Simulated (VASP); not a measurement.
Write the native input for VASP 6.6.1 that does the following.

| Quantity | Value |
| --- | --- |
| Task | single point |
| Functional | PBEsol |
| Potentials or basis | VASP PAW PBE potentials, release 64 (Mn_pv, O) |
| Cutoff | 520 eV |
| k mesh | 6 × 6 × 4 |
| Occupations | gaussian, width 0.05 eV |
| Spin | collinear spin, random start |
| Starting moments | [3.16, 3.91, 0.0, 0.0] μB |
| Further INCAR settings | ALGO = Fast; EDIFF = 1e-06; NBANDS = 31 |

The structure of MnO lies in POSCAR:

```
MnO
1.0
    3.3717001900      0.0000000000      0.0000000000
   -1.6858500900      2.9199780200      0.0000000000
    0.0000000000      0.0000000000      5.3854988200
Mn O
2 2
Direct
    0.3333333333      0.6666666667      0.0109600000
    0.6666666667      0.3333333333      0.5109600000
    0.3333333333      0.6666666667      0.3754700000
    0.6666666667      0.3333333333      0.8754700000
```

Measurements of this composition are mostly on another form, of space group No. 225.

These files were run (other wordings do the same):

INCAR

```
SYSTEM = MnO
  PREC = Accurate
  ENCUT = 520
  EDIFF = 1E-6
  ISMEAR = 0
  SIGMA = 0.05
  LREAL = .False.
  LASPH = .True.
  NELM = 120
  ALGO = Fast
  ISIF = 2
  LWAVE = .False.
  LCHARG = .True.
  ISPIN = 2
  MAGMOM = 3.16 3.91 0 0
  LORBIT = 11
  LMAXMIX = 4
  GGA = PS
  LELF = .True.
  LVHAR = .True.
  NBANDS = 31
```

KPOINTS

```
Automatic mesh
0
Gamma
  6 6 4
  0 0 0
```

Potentials or basis: VASP PAW PBE potentials, release 64 (Mn_pv, O).

Launch:

```console
$ cat potpaw_PBE.64/Mn_pv/POTCAR potpaw_PBE.64/O/POTCAR > POTCAR
$ mpirun -np 1 vasp_std > vasp.out
```

It gave:

```yaml
Pressure: 1.2 GPa
Largest_force: 0.599 eV/Å
Band_gap_on_the_k_mesh: none (metal or under the smearing width)
Net_moment: 9.99 μB per cell
Site_moments: Mn +4.40; O +0.20 μB
Valence_electrons_inside_the_program's_atomic_spheres: Mn 11.43; O 4.99
```

Caveat: the PAW data sets were made with another functional, which shifts forces and pressure a little; semilocal functionals often make such compounds metallic where correlation or magnetic order opens a gap, which also shifts bond lengths.

Run time: 99 s on 1 thread of Intel(R) Xeon(R) Platinum 8488C (Sapphire Rapids), on a shared host, peak memory 0.23 GiB.
